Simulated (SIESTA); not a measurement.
SnTe under changes of volume

One of the cells (48.033 Å³/atom); the others are scaled copies at fixed shape and fractional positions:

```
Te Sn
1.0
     0.00000    3.63506    3.63506
     3.63506    0.00000    3.63506
     3.63506    3.63506    0.00000
Te Sn
1 1
Direct
  0.25000 0.25000 0.25000
  0.00000 0.00000 0.00000
```

Measurements of this composition are mostly on another form, of space group No. 225.

```yaml
Program: SIESTA 5.4.2
Functional: PBE
Potentials_or_basis: PseudoDojo 0.4 standard (PBE files)
Basis: DZP (energy shift 0.002 Ry)
Grid_cutoff: 500 Ry
Energy_shift: 0.002 Ry
k_mesh: 7 × 7 × 7
Occupations: fermi-dirac, width 0.05 eV
Spin: no spin polarisation
```

| volume (Å³/atom) | energy over the lowest point (meV/atom) | pressure (GPa) | gap on the mesh (eV) |
| --- | --- | --- | --- |
| 44.265 | 30.01 | 2.5 | 0.18 |
| 45.207 | 17.22 | 1.8 | 0.24 |
| 46.149 | 8.21 | 1.2 | 0.29 |
| 48.033 | 0.00 | 0.2 | 0.38 |
| 48.974 | 0.36 | -0.3 | 0.42 |
| 49.916 | ? | ? | ? |

Question: What does the run at 49.916 Å³/atom give?

Answer: Energy over the lowest point 3.22 meV/atom; pressure -0.7 GPa; gap on the mesh 0.46 eV.

Worked out: A Birch-Murnaghan fit of order 3 (a polynomial in V^(-2/3)) to the other rows has its minimum at 48.38 Å³/atom with B0 = V·E''(V) = 24 GPa and B' = 3.4. It gives 3.33 meV/atom at 49.916 Å³/atom, against the run's 3.22, and -dE/dV = -0.7 GPa, against -0.7. A straight line through the other rows of the gap, of slope 2.35 eV per unit of ln V, extrapolates to 0.47 eV, against the run's 0.46.

Energies are extrapolated to zero smearing.

Caveats: semicore shells carry a single zeta, which can move pressures by several GPa and volumes by a few percent; spin-orbit coupling is left out, which moves the levels of the heavy elements; an odd mesh through Γ misses points on the zone boundary, where band edges often lie; the basis of atomic orbitals isn't converged, which shifts pressures, moduli and gaps.
